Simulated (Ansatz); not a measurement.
## BN: frozen normal mode

Method: Ansatz 0.2.0, DFT PBE, scalar-relativistic, plane waves, PAW. Cutoff 420 eV, Γ-centred 12×12×6 k-points, Gaussian smearing of 0.05 eV. No spin polarisation. Energies are free energies at this smearing, counted from the undisturbed cell; pressure is positive in compression.

Reference structure (relaxed at this level; this wurtzite form isn't the usual structure):

```
CELL_PARAMETERS angstrom
2.55458 0.00000 0.00000
-1.27729 2.21233 0.00000
0.00000 0.00000 4.22451
ATOMIC_POSITIONS crystal
B 0.66667 0.33333 0.99981
B 0.33333 0.66667 0.49981
N 0.66667 0.33333 0.62519
N 0.33333 0.66667 0.12519
```

A zone-centre mode of this cell is frozen in: each atom moves by x times its row below, so x is the largest displacement.
```
atom ux uy uz
  B1  0.000  0.000  -0.658
  B2  0.000  0.000   0.658
  N3  0.000  0.000   1.000
  N4  0.000  0.000  -1.000
```

```csv
x (Å),ΔE (meV/cell),force along the mode (eV/Å),pressure (GPa),gap on the mesh (eV)
-0.3000,?,?,103.3,2.98
-0.1500,1548.7,22.81,21.6,4.92
0.0000,0.0,0.00,0.0,5.23
0.0375,87.7,-4.71,1.3,5.21
0.0750,357.7,-9.79,5.1,5.14
0.1125,?,-15.67,?,5.05
0.1875,2566.1,-31.81,34.9,4.53
0.2250,3967.5,-43.44,52.3,4.00
0.2625,5869.2,-58.70,74.8,3.48
```

By symmetry 0.3000 repeats -0.3000, -0.2250 repeats 0.2250, 0.1500 repeats -0.1500, -0.0750 repeats 0.0750 in energy; the slope of the energy along the path changes sign there.

(1) Give the withheld values.

Results:

(1) ΔE (meV/cell) at x (Å) = -0.3000: 8432.6; force along the mode (eV/Å) at x (Å) = -0.3000: 78.99; ΔE (meV/cell) at x (Å) = 0.1125: 832.0; pressure (GPa) at x (Å) = 0.1125: 11.8.

Cost: 9 runs of about 0.56 core-minutes in all, on Intel Xeon Platinum 8259CL (Skylake/Cascade Lake) (shared hosts).